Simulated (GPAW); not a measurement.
Consider ZnSe (zinc-blende (ZnSe)1-x(BeSe)x, x = 0, F-43m).

```cif
data_structure
_symmetry_space_group_name_H-M 'P 1'
_symmetry_Int_Tables_number 1
_cell_length_a 8.0158
_cell_length_b 8.0158
_cell_length_c 8.0158
_cell_angle_alpha 60.000
_cell_angle_beta 60.000
_cell_angle_gamma 60.000
_cell_volume 364.18
loop_
_atom_site_label
_atom_site_type_symbol
_atom_site_fract_x
_atom_site_fract_y
_atom_site_fract_z
_atom_site_occupancy
Zn1 Zn 0.00000 0.00000 0.00000 1
Se2 Se 0.12500 0.12500 0.12500 1
Zn3 Zn 0.00000 0.00000 0.50000 1
Se4 Se 0.12500 0.12500 0.62500 1
Zn5 Zn 0.00000 0.50000 0.00000 1
Se6 Se 0.12500 0.62500 0.12500 1
Zn7 Zn 0.00000 0.50000 0.50000 1
Se8 Se 0.12500 0.62500 0.62500 1
Zn9 Zn 0.50000 0.00000 0.00000 1
Se10 Se 0.62500 0.12500 0.12500 1
Zn11 Zn 0.50000 0.00000 0.50000 1
Se12 Se 0.62500 0.12500 0.62500 1
Zn13 Zn 0.50000 0.50000 0.00000 1
Se14 Se 0.62500 0.62500 0.12500 1
Zn15 Zn 0.50000 0.50000 0.50000 1
Se16 Se 0.62500 0.62500 0.62500 1
```

Absorber: atom 2, with 4 Zn at 2.45 Å (tetrahedral). Method: GPAW, LDA, excited-electron core hole (neutral cell), 16-atom cell with 8.0 Å between holes, 4×4×4 k points, dipole transitions, Gaussian full width 2.33 eV up to 4 eV, rising linearly to 3.5 eV at 25 eV.

**Question.** Predict the near-edge structure at the Se K edge.

Main maxima up to 28 eV above the zero (height): 6.8 eV (1.52), 15.2 eV (0.95), 22.8 eV (0.92) and 26.8 eV (1.02). A K edge sees empty p states on the absorber. 

The Se K spectrum (energy from the bottom of the conduction band, which holds the excited electron; intensity scaled to a mean of 1 over the first 20 eV):

```csv
E (eV),intensity
-2.0,0.00
-1.0,0.01
0.0,0.11
1.0,0.48
2.0,1.04
3.0,1.37
4.0,1.42
5.0,1.43
6.0,1.47
7.0,1.51
8.0,1.35
9.0,1.10
10.0,0.81
11.0,0.59
12.0,0.60
13.0,0.75
14.0,0.89
15.0,0.95
16.0,0.94
17.0,0.93
18.0,0.92
19.0,0.86
20.0,0.80
21.0,0.83
22.0,0.90
23.0,0.91
24.0,0.89
25.0,0.92
26.0,0.99
27.0,1.02
28.0,0.92
29.0,0.79
```

The script folds with a Gaussian, whereas the core hole's own line is a Lorentzian, so the onset is too steep and the first peak too high.

[Banner, clock and machine lines of the logs are left out without a mark of their own.]

[Logs are printed without paths, hosts, clocks, repeated set-up lines and the standing remarks that a program may print on its own settings, such as how far it seeks lower states.]

[Hosts, paths, dates, database ids (printed as entryN), source tags and the programs' standing remarks are cut or masked in the printed files.]

[Lists of maxima count a maximum above −3 eV only where it reaches 4 % of the highest in the window and stands out from its surroundings by 2 % of it (1.5 % where it reaches 55 %); shoulders and weaker maxima are passed over, and of the rest the first, up to two pre-edge ones and the few strongest are named.]
